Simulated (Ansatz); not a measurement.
A plane-wave DFT run in Ansatz 0.2.0 (scalar-relativistic PAW potentials unless the input names others): input and command.

```yaml
crystal:
  lattice:
    - [0.0, 2.9991347352, 2.9991347352]
    - [2.9991347352, 0.0, 2.9991347352]
    - [2.9991347352, 2.9991347352, 0.0]
  atoms:
    - { symbol: In, position: [0.0, 0.0, 0.0] }
    - { symbol: Sb, position: [0.75, 0.75, 0.75] }
basis:
  ecutwfc: 420
kpoints:
  mp_grid: { grid: [16, 16, 16] }
hamiltonian:
  xc: pbesol
scf:
  occupations: { method: gaussian, width: 0.15 }
  max_iter: 100
output:
  forces: true
  eigenvalues: true
  stress: true
ENCUT: 400
```

```bash
ansatz run input.yaml --threads 2 --pin off --max-ram 5120MiB --backend cpu --events-out ev --progress --plain --runs-dir out
```

Question: Will this input run?

Answer: The program refuses it, because of a keyword of another program (ENCUT: not typed → 400). Without that key it is accepted.

Abridged log:
```
Error: YAML parse error: error: line 22 column 1: unknown field `ENCUT`, expected one of crystal, accuracy, basis, kpoints, hamiltonian, magnetization, projection, total_charge, correlation, batch, efield, external_charges, scf, relax, neb, saddle, md, ramp, phonons, dielectric, real_time, elastic, magnetic_configurations, gw, evaluate, workflow, output, checkpoint, execution
  --> <input>:22:1
   |
20 |   eigenvalues: true
21 |   stress: true
22 | ENCUT: 400
   | ^ unknown field `ENCUT`, expected one of crystal, accuracy, basis, kpoints, hamiltonian, magnetization, projection, total_charge, correlation, batch, efield, external_charges, scf, relax, neb, saddle, md, ramp, phonons, dielectric, real_time, elastic, magnetic_configurations, gw, evaluate, workflow, output, checkpoint, execution
```